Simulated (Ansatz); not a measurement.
**Ca: stationary points along a deformation path**

Theory: Ansatz 0.2.0, DFT PBE, scalar-relativistic, plane waves, PAW. Cutoff 420 eV, Γ-centred 15×15×8 k-points, Gaussian smearing of 0.15 eV. No spin polarisation. Energies are free energies at this smearing, counted from the undisturbed cell; pressure is positive in compression.

Reference structure (as given, not relaxed at this level; it stands at -0.8 GPa; this form isn't the usual structure):

```xyz
2
Lattice="3.9800 0.0000 0.0000 -1.9900 3.4468 0.0000 0.0000 0.0000 6.5200" Properties=species:S:1:pos:R:3 pbc="T T T"
Ca    0.0000    2.2979    1.6300
Ca    1.9900    1.1489    4.8900
```

At fixed volume and fractional coordinates, lengths along (0.000, 0.000, 1.000) are scaled against those across it; ρ is that ratio over its starting value. V = 44.721 Å³/atom. Δσ is the stress along the axis less the mean stress across it (compression positive).

```
    ρ  ΔE (meV/atom)  Δσ (GPa) space group
0.850           56.4      3.42     P6_3/mmc
0.920           16.6      1.92     P6_3/mmc
0.960            4.6      1.10     P6_3/mmc
1.000            0.0      0.06     P6_3/mmc
1.100           24.0     -2.87     P6_3/mmc
1.200           94.3     -5.78     P6_3/mmc
```

How does the stress give the slope of the energy, and where is the energy stationary?

Along the path d ln(length) is 2/3 d ln ρ on the axis and −1/3 d ln ρ across it, so dE/d ln ρ = −(2/3) V Δσ: the energy falls with ρ where Δσ is positive. Δσ vanishes or changes sign between ρ = 1.000 and 1.100, a minimum (near 1.00 by linear interpolation). Pairs of stationary points between two samples would go unseen, and could change a minimum read from distant neighbours into a maximum.

Integrate that slope from ρ = 1 to 0.850 by the trapezoid rule.

With V/N in Å³ and 1 eV/Å³ = 160.2 GPa the slopes at ρ = 1.000, 0.960, 0.920, 0.850 are -11, -205, -357, -637 meV/atom per unit of ln ρ. The steps add 4.4 + 12.0 + 39.3 = 55.7 meV/atom, against 56.4 from the energies; the trapezoid rule misses the curvature of the slope within each step.

In a metal these slopes depend on the k mesh and the smearing.